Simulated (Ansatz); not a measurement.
Ca under changes of volume

One of the cells (43.632 Å³/atom); the others are scaled copies at fixed shape and fractional positions:

```
Ca
1.0
     0.00000    2.79420    2.79420
     2.79420    0.00000    2.79420
     2.79420    2.79420    0.00000
Ca
1
Direct
  0.00000 0.00000 0.00000
```

* Program: Ansatz 0.2.0
* Functional: PBE
* Potentials or basis: all-electron LAPW, scalar-relativistic
* Cutoff: 87 eV (chosen from the basis error)
* Basis error allowed: 0.0005 eV/atom
* k mesh: 8 × 8 × 8
* Occupations: fermi-dirac, width 0.05 eV
* Spin: no spin polarisation

| volume (Å³/atom) | energy over the lowest point (meV/atom) | pressure (GPa) |
| --- | --- | --- |
| 41.014 | 1.55 | 0.5 |
| 41.886 | 0.00 | 0.1 |
| 42.759 | 0.44 | -0.2 |
| 43.632 | ? | ? |
| 44.504 | 6.65 | -0.9 |
| 45.377 | 12.12 | -1.1 |
| 46.250 | 18.98 | -1.4 |

Question: What does the run at 43.632 Å³/atom give?

Answer: Energy over the lowest point 2.70 meV/atom; pressure -0.6 GPa.

Worked out: A Birch-Murnaghan fit of order 3 (a polynomial in V^(-2/3)) to the other rows has its minimum at 42.12 Å³/atom with B0 = V·E''(V) = 17.3 GPa and B' = 3.4. It gives 2.71 meV/atom at 43.632 Å³/atom, against the run's 2.70, and -dE/dV = -0.6 GPa, against -0.6.

Energies are extrapolated to zero smearing.
